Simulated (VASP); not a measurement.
# NiSi₂: self-consistent run, by LSFBXC

NiSi₂, Fm-3m (no. 225), 3 atoms in the cell. PBE; PAW potentials Ni, Si (PBE set).

| LSFBXC | Pressure (GPa) | Gap on the mesh (eV) | Time (s) |
|---|---|---|---|
| default | 4.03 | 0.000 | 266 |
| .True. | 3.99 | 0.000 | 238 |

## Input of the first row

INCAR:
```
SYSTEM = Si2Ni
  PREC = Accurate
  ENCUT = 520
  EDIFF = 1E-6
  ISMEAR = 0
  SIGMA = 0.02
  LREAL = .False.
  LASPH = .True.
  ALGO = Normal
  NELM = 200
  ISIF = 2
  LWAVE = .False.
  LCHARG = .False.
  LORBIT = 11
  LMAXMIX = 4
  LNONCOLLINEAR = .True.
  MAGMOM = -0.421 -0.052 0.224 0 0 0 0 0 0
  ISYM = -1
```

KPOINTS:
```
k-points
0
Gamma
  6 6 6
```

POSCAR:
```
Si2Ni
1.0
    0.0000000000      2.7030000000      2.7030000000
    2.7030000000      0.0000000000      2.7030000000
    2.7030000000      2.7030000000      0.0000000000
Ni Si
1 2
Direct
    0.0000000000      0.0000000000      0.0000000000
    0.7500000000      0.7500000000      0.7500000000
    0.2500000000      0.2500000000      0.2500000000
```

Commands:
```
cat potpaw_PBE.64/Ni/POTCAR potpaw_PBE.64/Si/POTCAR > POTCAR
mpirun -np 1 vasp_ncl > vasp.out
```

Changes of the last row against the first:
```
+ LSFBXC = True
```

VASP 6.6.1 took 266 s on 1 core (Intel Xeon 6975P-C (Granite Rapids)), a shared host.
